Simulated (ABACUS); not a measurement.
Li:

```
Li
1.0
     3.03914    0.00000    0.00000
    -1.01305    2.86533    0.00000
    -1.01305   -1.43267    2.48145
Li
1
Cartesian
  0.0000 0.0000 0.0000
```

* Program: ABACUS 3.10.1
* Task: relaxation of cell and atoms
* Functional: PBEsol
* Potentials or basis: PseudoDojo NC SR 0.5 PBE stringent
* Cutoff: 1320 eV
* Density cutoff: 5279 eV
* Basis: plane waves
* k mesh: 9 × 9 × 9
* Occupations: fermi-dirac, width 0.05 eV
* Spin: no spin polarisation

At the start: pressure -0.8 GPa; volume 21.61 Å³/atom.

Task: How do energy, volume and symmetry change on relaxing?

Result: Over 3 steps the energy falls by 3.4 meV/atom and the volume is 20.16 Å³/atom (-6.7 %); space group Im-3m (No. 229, to 0.05 Å).

The path:
| step | energy change (eV) | largest force (eV/Å) | pressure (GPa) | volume (Å³) |
| --- | --- | --- | --- | --- |
| 1 | 0.0000 | 0.0000 | -0.81 | 21.61 |
| 2 | -0.0005 | 0.0000 | -0.76 | 21.51 |
| 3 | -0.0034 | 0.0000 | 0.05 | 20.16 |

Final structure:
```
CELL_PARAMETERS angstrom
2.96981 0.00000 0.00000
-0.98994 2.79996 0.00000
-0.98994 -1.39998 2.42484
ATOMIC_POSITIONS crystal
Li 0.00000 0.00000 0.00000
```

Caveat: the potentials were made for another functional, which shifts forces and pressure.
